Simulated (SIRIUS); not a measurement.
# GaAs (F-43m) in SIRIUS: equation of state, part 4 of 4

SIRIUS 7.12.0. The steps go on from the part before.

### Step 5. Equation of state, PBEsol, 23.04 Å³/atom (volume scaled by 1.02)

Input file sirius.json:

```json
{
  "control": {
    "processing_unit": "cpu",
    "std_evp_solver_name": "lapack",
    "gen_evp_solver_name": "lapack",
    "verbosity": 2,
    "print_forces": false,
    "ortho_rf": true,
    "use_second_variation": true,
    "rmt_max": 3.0,
    "num_bands_to_print": 24,
    "save_wf": true
  },
  "parameters": {
    "electronic_structure_method": "full_potential_lapwlo",
    "xc_functionals": ["XC_GGA_X_PBE_SOL", "XC_GGA_C_PBE_SOL"],
    "core_relativity": "dirac",
    "valence_relativity": "iora",
    "num_fv_states": 29,
    "smearing": "fermi_dirac",
    "smearing_width": 0.0018374661,
    "pw_cutoff": 20,
    "gk_cutoff": 3.77,
    "lmax_apw": 10,
    "lmax_rho": 8,
    "lmax_pot": 8,
    "num_mag_dims": 0,
    "auto_rmt": 0,
    "ngridk": [8, 8, 8],
    "shiftk": [0, 0, 0],
    "num_dft_iter": 80,
    "energy_tol": 1e-07,
    "density_tol": 1e-05,
    "use_symmetry": true
  },
  "settings": {"tol_ne": 1e-10},
  "iterative_solver": {"type": "exact"},
  "mixer": {"type": "anderson", "beta": 0.5, "max_history": 8},
  "unit_cell": {
    "lattice_vectors": [[0.0, 5.3773506264, 5.3773506264], [5.3773506264, 0.0, 5.3773506264], [5.3773506264, 5.3773506264, 0.0]],
    "atom_types": ["As", "Ga"],
    "atom_files": {"As": "As.json", "Ga": "Ga.json"},
    "atoms": {"As": [[0.75, 0.75, 0.75]], "Ga": [[0.0, 0.0, 0.0]]}
  }
}
```

Input file As.json:

```json
{
  "name": "arsenic",
  "symbol": "As",
  "number": 33,
  "mass": 74.9216,
  "rmin": 1e-06,
  "rmt": 2.23,
  "nrmt": 800,
  "rinf": 15.07,
  "core": "1s2s2p",
  "valence": [
    {"basis": [{"enu": -0.02, "dme": 0, "n": 0, "auto": 0}, {"enu": -0.02, "dme": 1, "n": 0, "auto": 0}]},
    {"l": 0, "n": 1, "basis": [{"enu": -0.0414, "dme": 0, "n": 0, "auto": 0}]},
    {"l": 1, "n": 2, "basis": [{"enu": 0.08, "dme": 0, "n": 0, "auto": 0}]},
    {"l": 2, "n": 3, "basis": [{"enu": 0.08, "dme": 0, "n": 0, "auto": 0}]},
    {"l": 3, "n": 4, "basis": [{"enu": 0.08, "dme": 0, "n": 0, "auto": 0}]}
  ],
  "lo": [
    {
      "l": 0,
      "basis": [{"enu": -0.0414, "dme": 0, "n": 0, "auto": 0}, {"enu": -0.0414, "dme": 1, "n": 0, "auto": 0}]
    },
    {
      "l": 0,
      "basis": [{"enu": -0.0414, "dme": 1, "n": 0, "auto": 0}, {"enu": -0.0414, "dme": 2, "n": 0, "auto": 0}]
    },
    {
      "l": 0,
      "basis": [{"enu": -6.6708, "dme": 0, "n": 3, "auto": 1}, {"enu": -6.6708, "dme": 1, "n": 3, "auto": 1}]
    },
    {
      "l": 0,
      "basis": [{"enu": -0.0414, "dme": 0, "n": 0, "auto": 0}, {"enu": 2.3717, "dme": 0, "n": 0, "auto": 0}]
    },
    {"l": 1, "basis": [{"enu": 0.08, "dme": 0, "n": 0, "auto": 0}, {"enu": 0.08, "dme": 1, "n": 0, "auto": 0}]},
    {
      "l": 1,
      "basis": [{"enu": -4.6209, "dme": 0, "n": 3, "auto": 1}, {"enu": -4.6209, "dme": 1, "n": 3, "auto": 1}]
    },
    {
      "l": 1,
      "basis": [{"enu": -4.6209, "dme": 1, "n": 3, "auto": 1}, {"enu": 0.08, "dme": 0, "n": 0, "auto": 0}]
    },
    {"l": 1, "basis": [{"enu": 0.08, "dme": 0, "n": 0, "auto": 0}, {"enu": 3.7801, "dme": 0, "n": 0, "auto": 0}]},
    {"l": 2, "basis": [{"enu": 0.08, "dme": 0, "n": 0, "auto": 0}, {"enu": 0.08, "dme": 1, "n": 0, "auto": 0}]},
    {
      "l": 2,
      "basis": [{"enu": -1.2285, "dme": 0, "n": 3, "auto": 1}, {"enu": -1.2285, "dme": 1, "n": 3, "auto": 1}]
    },
    {
      "l": 2,
      "basis": [{"enu": -1.2285, "dme": 1, "n": 3, "auto": 1}, {"enu": 0.08, "dme": 0, "n": 0, "auto": 0}]
    },
    {"l": 2, "basis": [{"enu": 0.08, "dme": 0, "n": 0, "auto": 0}, {"enu": 4.2627, "dme": 0, "n": 0, "auto": 0}]},
    {"l": 3, "basis": [{"enu": 0.08, "dme": 0, "n": 0, "auto": 0}, {"enu": 0.08, "dme": 1, "n": 0, "auto": 0}]},
    {"l": 3, "basis": [{"enu": 0.08, "dme": 0, "n": 0, "auto": 0}, {"enu": 3.579, "dme": 0, "n": 0, "auto": 0}]}
  ],
  "free_atom": [... radial grid and density of the free atom, the start of the SCF ...]
}
```

Input file Ga.json:

```json
{
  "name": "gallium",
  "symbol": "Ga",
  "number": 31,
  "mass": 69.723,
  "rmin": 1e-06,
  "rmt": 2.23,
  "nrmt": 800,
  "rinf": 19.67,
  "core": "1s2s2p",
  "valence": [
    {"basis": [{"enu": -0.02, "dme": 0, "n": 0, "auto": 0}, {"enu": -0.02, "dme": 1, "n": 0, "auto": 0}]},
    {"l": 0, "n": 1, "basis": [{"enu": 0.0121, "dme": 0, "n": 0, "auto": 0}]},
    {"l": 1, "n": 2, "basis": [{"enu": 0.08, "dme": 0, "n": 0, "auto": 0}]},
    {"l": 2, "n": 3, "basis": [{"enu": 0.08, "dme": 0, "n": 0, "auto": 0}]},
    {"l": 3, "n": 4, "basis": [{"enu": 0.08, "dme": 0, "n": 0, "auto": 0}]}
  ],
  "lo": [
    {
      "l": 0,
      "basis": [{"enu": 0.0121, "dme": 0, "n": 0, "auto": 0}, {"enu": 0.0121, "dme": 1, "n": 0, "auto": 0}]
    },
    {
      "l": 0,
      "basis": [{"enu": -5.2243, "dme": 0, "n": 3, "auto": 1}, {"enu": -5.2243, "dme": 1, "n": 3, "auto": 1}]
    },
    {
      "l": 0,
      "basis": [{"enu": -5.2243, "dme": 1, "n": 3, "auto": 1}, {"enu": 0.0121, "dme": 0, "n": 0, "auto": 0}]
    },
    {
      "l": 0,
      "basis": [{"enu": 0.0121, "dme": 0, "n": 0, "auto": 0}, {"enu": 3.2295, "dme": 0, "n": 0, "auto": 0}]
    },
    {"l": 1, "basis": [{"enu": 0.08, "dme": 0, "n": 0, "auto": 0}, {"enu": 0.08, "dme": 1, "n": 0, "auto": 0}]},
    {
      "l": 1,
      "basis": [{"enu": -3.4408, "dme": 0, "n": 3, "auto": 1}, {"enu": -3.4408, "dme": 1, "n": 3, "auto": 1}]
    },
    {
      "l": 1,
      "basis": [{"enu": -3.4408, "dme": 1, "n": 3, "auto": 1}, {"enu": 0.08, "dme": 0, "n": 0, "auto": 0}]
    },
    {"l": 1, "basis": [{"enu": 0.08, "dme": 0, "n": 0, "auto": 0}, {"enu": 3.7801, "dme": 0, "n": 0, "auto": 0}]},
    {"l": 2, "basis": [{"enu": 0.08, "dme": 0, "n": 0, "auto": 0}, {"enu": 0.08, "dme": 1, "n": 0, "auto": 0}]},
    {
      "l": 2,
      "basis": [{"enu": -0.5341, "dme": 0, "n": 3, "auto": 1}, {"enu": -0.5341, "dme": 1, "n": 3, "auto": 1}]
    },
    {
      "l": 2,
      "basis": [{"enu": -0.5341, "dme": 1, "n": 3, "auto": 1}, {"enu": 0.08, "dme": 0, "n": 0, "auto": 0}]
    },
    {"l": 2, "basis": [{"enu": 0.08, "dme": 0, "n": 0, "auto": 0}, {"enu": 4.2627, "dme": 0, "n": 0, "auto": 0}]},
    {"l": 3, "basis": [{"enu": 0.08, "dme": 0, "n": 0, "auto": 0}, {"enu": 0.08, "dme": 1, "n": 0, "auto": 0}]},
    {"l": 3, "basis": [{"enu": 0.08, "dme": 0, "n": 0, "auto": 0}, {"enu": 3.579, "dme": 0, "n": 0, "auto": 0}]}
  ],
  "free_atom": [... radial grid and density of the free atom, the start of the SCF ...]
}
```

Input file sirius_start.json:

```json
{
  "control": {
    "processing_unit": "cpu",
    "std_evp_solver_name": "lapack",
    "gen_evp_solver_name": "lapack",
    "verbosity": 1,
    "print_forces": false,
    "ortho_rf": true,
    "use_second_variation": true,
    "rmt_max": 3.0,
    "num_bands_to_print": 24,
    "save_wf": false
  },
  "parameters": {
    "electronic_structure_method": "full_potential_lapwlo",
    "xc_functionals": ["XC_LDA_X", "XC_LDA_C_PW"],
    "core_relativity": "dirac",
    "valence_relativity": "iora",
    "num_fv_states": 29,
    "smearing": "fermi_dirac",
    "smearing_width": 0.0055123983,
    "pw_cutoff": 20,
    "gk_cutoff": 3.01,
    "lmax_apw": 10,
    "lmax_rho": 8,
    "lmax_pot": 8,
    "num_mag_dims": 0,
    "auto_rmt": 0,
    "ngridk": [3, 3, 3],
    "shiftk": [0, 0, 0],
    "num_dft_iter": 30,
    "energy_tol": 0.01,
    "density_tol": 0.05,
    "use_symmetry": true
  },
  "settings": {"tol_ne": 1e-10},
  "iterative_solver": {"type": "exact"},
  "mixer": {"type": "anderson", "beta": 0.5, "max_history": 8},
  "unit_cell": {
    "lattice_vectors": [[0.0, 5.3773506264, 5.3773506264], [5.3773506264, 0.0, 5.3773506264], [5.3773506264, 5.3773506264, 0.0]],
    "atom_types": ["As", "Ga"],
    "atom_files": {"As": "As.json", "Ga": "Ga.json"},
    "atoms": {"As": [[0.75, 0.75, 0.75]], "Ga": [[0.0, 0.0, 0.0]]}
  }
}
```

The run is started by

```sh
$ OMP_NUM_THREADS=1 sirius.scf --input=sirius_start.json --output=start.json
$ OMP_NUM_THREADS=1 sirius.scf --input=sirius.json --output=output.json --task=1
```

It took 62 s on 1 thread of Arm Neoverse V1, shared host; peak memory 0.47 GiB.

It converged, with:

```
Free energy                                       : -114346.9178 eV
Band gap on the k mesh                            : 0.30 eV, direct
All electrons inside the program's atomic spheres : As 31.08; Ga 29.34 (radii As 2.23, Ga 2.23 bohr)
```

### Step 6. Equation of state, PBEsol, 23.49 Å³/atom (volume scaled by 1.04)

sirius.json, as its differences from that of step 5:

```diff
@@ -39,3 +39,3 @@
   "unit_cell": {
-    "lattice_vectors": [[0.0, 5.3773506264, 5.3773506264], [5.3773506264, 0.0, 5.3773506264], [5.3773506264, 5.3773506264, 0.0]],
+    "lattice_vectors": [[0.0, 5.4122694661, 5.4122694661], [5.4122694661, 0.0, 5.4122694661], [5.4122694661, 5.4122694661, 0.0]],
     "atom_types": ["As", "Ga"],
```

Input file As.json:

```json
{
  "name": "arsenic",
  "symbol": "As",
  "number": 33,
  "mass": 74.9216,
  "rmin": 1e-06,
  "rmt": 2.23,
  "nrmt": 800,
  "rinf": 15.07,
  "core": "1s2s2p",
  "valence": [
    {"basis": [{"enu": -0.03, "dme": 0, "n": 0, "auto": 0}, {"enu": -0.03, "dme": 1, "n": 0, "auto": 0}]},
    {"l": 0, "n": 1, "basis": [{"enu": -0.0514, "dme": 0, "n": 0, "auto": 0}]},
    {"l": 1, "n": 2, "basis": [{"enu": 0.07, "dme": 0, "n": 0, "auto": 0}]},
    {"l": 2, "n": 3, "basis": [{"enu": 0.07, "dme": 0, "n": 0, "auto": 0}]},
    {"l": 3, "n": 4, "basis": [{"enu": 0.07, "dme": 0, "n": 0, "auto": 0}]}
  ],
  "lo": [
    {
      "l": 0,
      "basis": [{"enu": -0.0514, "dme": 0, "n": 0, "auto": 0}, {"enu": -0.0514, "dme": 1, "n": 0, "auto": 0}]
    },
    {
      "l": 0,
      "basis": [{"enu": -0.0514, "dme": 1, "n": 0, "auto": 0}, {"enu": -0.0514, "dme": 2, "n": 0, "auto": 0}]
    },
    {
      "l": 0,
      "basis": [{"enu": -6.6808, "dme": 0, "n": 3, "auto": 1}, {"enu": -6.6808, "dme": 1, "n": 3, "auto": 1}]
    },
    {
      "l": 0,
      "basis": [{"enu": -0.0514, "dme": 0, "n": 0, "auto": 0}, {"enu": 2.3617, "dme": 0, "n": 0, "auto": 0}]
    },
    {"l": 1, "basis": [{"enu": 0.07, "dme": 0, "n": 0, "auto": 0}, {"enu": 0.07, "dme": 1, "n": 0, "auto": 0}]},
    {
      "l": 1,
      "basis": [{"enu": -4.6309, "dme": 0, "n": 3, "auto": 1}, {"enu": -4.6309, "dme": 1, "n": 3, "auto": 1}]
    },
    {
      "l": 1,
      "basis": [{"enu": -4.6309, "dme": 1, "n": 3, "auto": 1}, {"enu": 0.07, "dme": 0, "n": 0, "auto": 0}]
    },
    {"l": 1, "basis": [{"enu": 0.07, "dme": 0, "n": 0, "auto": 0}, {"enu": 3.7701, "dme": 0, "n": 0, "auto": 0}]},
    {"l": 2, "basis": [{"enu": 0.07, "dme": 0, "n": 0, "auto": 0}, {"enu": 0.07, "dme": 1, "n": 0, "auto": 0}]},
    {
      "l": 2,
      "basis": [{"enu": -1.2385, "dme": 0, "n": 3, "auto": 1}, {"enu": -1.2385, "dme": 1, "n": 3, "auto": 1}]
    },
    {
      "l": 2,
      "basis": [{"enu": -1.2385, "dme": 1, "n": 3, "auto": 1}, {"enu": 0.07, "dme": 0, "n": 0, "auto": 0}]
    },
    {"l": 2, "basis": [{"enu": 0.07, "dme": 0, "n": 0, "auto": 0}, {"enu": 4.2527, "dme": 0, "n": 0, "auto": 0}]},
    {"l": 3, "basis": [{"enu": 0.07, "dme": 0, "n": 0, "auto": 0}, {"enu": 0.07, "dme": 1, "n": 0, "auto": 0}]},
    {"l": 3, "basis": [{"enu": 0.07, "dme": 0, "n": 0, "auto": 0}, {"enu": 3.569, "dme": 0, "n": 0, "auto": 0}]}
  ],
  "free_atom": [... radial grid and density of the free atom, the start of the SCF ...]
}
```

Input file Ga.json:

```json
{
  "name": "gallium",
  "symbol": "Ga",
  "number": 31,
  "mass": 69.723,
  "rmin": 1e-06,
  "rmt": 2.23,
  "nrmt": 800,
  "rinf": 19.67,
  "core": "1s2s2p",
  "valence": [
    {"basis": [{"enu": -0.03, "dme": 0, "n": 0, "auto": 0}, {"enu": -0.03, "dme": 1, "n": 0, "auto": 0}]},
    {"l": 0, "n": 1, "basis": [{"enu": 0.0021, "dme": 0, "n": 0, "auto": 0}]},
    {"l": 1, "n": 2, "basis": [{"enu": 0.07, "dme": 0, "n": 0, "auto": 0}]},
    {"l": 2, "n": 3, "basis": [{"enu": 0.07, "dme": 0, "n": 0, "auto": 0}]},
    {"l": 3, "n": 4, "basis": [{"enu": 0.07, "dme": 0, "n": 0, "auto": 0}]}
  ],
  "lo": [
    {
      "l": 0,
      "basis": [{"enu": 0.0021, "dme": 0, "n": 0, "auto": 0}, {"enu": 0.0021, "dme": 1, "n": 0, "auto": 0}]
    },
    {
      "l": 0,
      "basis": [{"enu": -5.2343, "dme": 0, "n": 3, "auto": 1}, {"enu": -5.2343, "dme": 1, "n": 3, "auto": 1}]
    },
    {
      "l": 0,
      "basis": [{"enu": -5.2343, "dme": 1, "n": 3, "auto": 1}, {"enu": 0.0021, "dme": 0, "n": 0, "auto": 0}]
    },
    {
      "l": 0,
      "basis": [{"enu": 0.0021, "dme": 0, "n": 0, "auto": 0}, {"enu": 3.2195, "dme": 0, "n": 0, "auto": 0}]
    },
    {"l": 1, "basis": [{"enu": 0.07, "dme": 0, "n": 0, "auto": 0}, {"enu": 0.07, "dme": 1, "n": 0, "auto": 0}]},
    {
      "l": 1,
      "basis": [{"enu": -3.4508, "dme": 0, "n": 3, "auto": 1}, {"enu": -3.4508, "dme": 1, "n": 3, "auto": 1}]
    },
    {
      "l": 1,
      "basis": [{"enu": -3.4508, "dme": 1, "n": 3, "auto": 1}, {"enu": 0.07, "dme": 0, "n": 0, "auto": 0}]
    },
    {"l": 1, "basis": [{"enu": 0.07, "dme": 0, "n": 0, "auto": 0}, {"enu": 3.7701, "dme": 0, "n": 0, "auto": 0}]},
    {"l": 2, "basis": [{"enu": 0.07, "dme": 0, "n": 0, "auto": 0}, {"enu": 0.07, "dme": 1, "n": 0, "auto": 0}]},
    {
      "l": 2,
      "basis": [{"enu": -0.5441, "dme": 0, "n": 3, "auto": 1}, {"enu": -0.5441, "dme": 1, "n": 3, "auto": 1}]
    },
    {
      "l": 2,
      "basis": [{"enu": -0.5441, "dme": 1, "n": 3, "auto": 1}, {"enu": 0.07, "dme": 0, "n": 0, "auto": 0}]
    },
    {"l": 2, "basis": [{"enu": 0.07, "dme": 0, "n": 0, "auto": 0}, {"enu": 4.2527, "dme": 0, "n": 0, "auto": 0}]},
    {"l": 3, "basis": [{"enu": 0.07, "dme": 0, "n": 0, "auto": 0}, {"enu": 0.07, "dme": 1, "n": 0, "auto": 0}]},
    {"l": 3, "basis": [{"enu": 0.07, "dme": 0, "n": 0, "auto": 0}, {"enu": 3.569, "dme": 0, "n": 0, "auto": 0}]}
  ],
  "free_atom": [... radial grid and density of the free atom, the start of the SCF ...]
}
```

sirius_start.json, as its differences from that of step 5:

```diff
@@ -39,3 +39,3 @@
   "unit_cell": {
-    "lattice_vectors": [[0.0, 5.3773506264, 5.3773506264], [5.3773506264, 0.0, 5.3773506264], [5.3773506264, 5.3773506264, 0.0]],
+    "lattice_vectors": [[0.0, 5.4122694661, 5.4122694661], [5.4122694661, 0.0, 5.4122694661], [5.4122694661, 5.4122694661, 0.0]],
     "atom_types": ["As", "Ga"],
```

Potentials or basis: all-electron FP-LAPW, apw+lo standard.

The run is started by

```sh
$ OMP_NUM_THREADS=1 sirius.scf --input=sirius_start.json --output=start.json
$ OMP_NUM_THREADS=1 sirius.scf --input=sirius.json --output=output.json --task=1
```

It took 62 s on 1 thread of Arm Neoverse V1, shared host; peak memory 0.48 GiB.

Results (log left out):

```
Free energy                                       : -114346.9072 eV
Band gap on the k mesh                            : 0.16 eV, direct
All electrons inside the program's atomic spheres : As 31.06; Ga 29.32 (radii As 2.23, Ga 2.23 bohr)
```

### Step 7. Equation of state, PBEsol, 23.94 Å³/atom (volume scaled by 1.06)

sirius.json, as its differences from that of step 6:

```diff
@@ -39,3 +39,3 @@
   "unit_cell": {
-    "lattice_vectors": [[0.0, 5.4122694661, 5.4122694661], [5.4122694661, 0.0, 5.4122694661], [5.4122694661, 5.4122694661, 0.0]],
+    "lattice_vectors": [[0.0, 5.4467434495, 5.4467434495], [5.4467434495, 0.0, 5.4467434495], [5.4467434495, 5.4467434495, 0.0]],
     "atom_types": ["As", "Ga"],
```

As.json is that of step 6.

Ga.json is that of step 6.

sirius_start.json, as its differences from that of step 6:

```diff
@@ -39,3 +39,3 @@
   "unit_cell": {
-    "lattice_vectors": [[0.0, 5.4122694661, 5.4122694661], [5.4122694661, 0.0, 5.4122694661], [5.4122694661, 5.4122694661, 0.0]],
+    "lattice_vectors": [[0.0, 5.4467434495, 5.4467434495], [5.4467434495, 0.0, 5.4467434495], [5.4467434495, 5.4467434495, 0.0]],
     "atom_types": ["As", "Ga"],
```

The run is started by

```sh
$ OMP_NUM_THREADS=1 sirius.scf --input=sirius_start.json --output=start.json
$ OMP_NUM_THREADS=1 sirius.scf --input=sirius.json --output=output.json --task=1
```

It took 69 s on 1 thread of Arm Neoverse V1, shared host; peak memory 0.48 GiB.

Results (log left out):

```
Free energy                                       : -114346.8906 eV
Band gap on the k mesh                            : none (metal or under the smearing width)
All electrons inside the program's atomic spheres : As 31.05; Ga 29.30 (radii As 2.23, Ga 2.23 bohr)
```

### Step 8. Equation of state, PBEsol

No new run: the results of the series are fitted here.

What came out:

```yaml
Equilibrium_volume: "22.66 Å³/atom (rough: see the caveat)"
Bulk_modulus: 69 GPa (rough)
```

Energy against volume, from the lowest point:
| volume (Å³/atom) | energy (meV/atom) |
| --- | --- |
| 21.234 | 20.84 |
| 21.686 | 9.34 |
| 22.138 | 2.74 |
| 22.590 | 0.00 |
| 23.041 | 1.21 |
| 23.493 | 6.50 |
| 23.945 | 14.80 |

Caveat: the fit is doubtful: noisy points or a state that changes with volume.
